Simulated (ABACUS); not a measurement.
Write the native input for ABACUS 3.10.1 that does the following.

| Quantity | Value |
| --- | --- |
| Task | single point |
| Functional | PBE |
| Potentials or basis | PseudoDojo NC SR 0.4.1 PBE standard |
| Cutoff | 1361 eV |
| Density cutoff | 5442 eV |
| Basis | DZP LCAO (the cutoffs set its grid) |
| k mesh | 12 × 12 × 12 |
| Occupations | fermi-dirac, width 0.05 eV |
| Spin | collinear spin, ferromagnetic start |
| Starting moments | [2.0] μB |
| Orbital files | V V_confined-atom_7au_3s2p2d1f.orb |
| Radial cutoff of the potentials (pseudo_rcut) | 10 bohr |
| SCF threshold on the density | 1e-07 |
| Max SCF steps | 100 |
| Eigensolver | genelpa |
| Mixing | broyden |
| Mixing share | 0.4 |
| Symmetry key | 1 |

Crystal: V.

```xyz
1
Lattice="-1.5170 1.5201 1.5776 1.4987 -1.4781 1.5172 1.5066 1.4677 -1.5355" Properties=species:S:1:pos:R:3 pbc="T T T"
V    -0.0105    0.0071    0.0249
```

The cell isn't the ideal one: cell strained at random at fixed volume.

These files were run (other wordings do the same):

INPUT

```
INPUT_PARAMETERS
suffix              V
calculation         scf
basis_type          lcao
pseudo_dir          ./
orbital_dir         ./
symmetry            1
dft_functional      pbe
ecutwfc             100
pseudo_rcut         10
nspin               2
nbands              12
ks_solver           genelpa
smearing_method     fd
smearing_sigma      0.00367493
scf_thr             1e-07
scf_nmax            100
mixing_type         broyden
mixing_beta         0.4
cal_force           1
cal_stress          1
out_mul             1
out_chg             1
out_pot             2
out_elf             1
```

STRU

```
ATOMIC_SPECIES
V 50.9415 V.upf

NUMERICAL_ORBITAL
V_confined-atom_7au_3s2p2d1f.orb

LATTICE_CONSTANT
1.8897261246

LATTICE_VECTORS
-1.5169890000 1.5201330000 1.5775550000
1.4987350000 -1.4780690000 1.5172360000
1.5065820000 1.4676620000 -1.5354910000

ATOMIC_POSITIONS
Direct

V
0.0
1
0.0102680000 0.0045550000 -0.0011910000 1 1 1 mag 2
```

KPT

```
K_POINTS
0
Gamma
12 12 12 0 0 0
```

Potentials or basis: PseudoDojo NC SR 0.4.1 PBE standard, DZP LCAO (the cutoffs set its grid).

Command:

```sh
$ OMP_NUM_THREADS=1 mpirun -np 4 abacus > log
```

Results of the run:

```yaml
Pressure: -4.3 GPa
Band_gap_on_the_k_mesh: none (metal or under the smearing width)
Net_moment: 0.00 μB per cell
Absolute_moment: 0.00 μB per cell
```

Caveat: the atomic orbitals were generated for these runs and aren't a published set; the basis of atomic orbitals isn't converged, which shifts pressures, moduli and gaps.

Run time: 36 s on 4 MPI ranks on AMD EPYC 9B14 (Zen 4), with other jobs on the host, peak memory 0.68 GiB a rank.
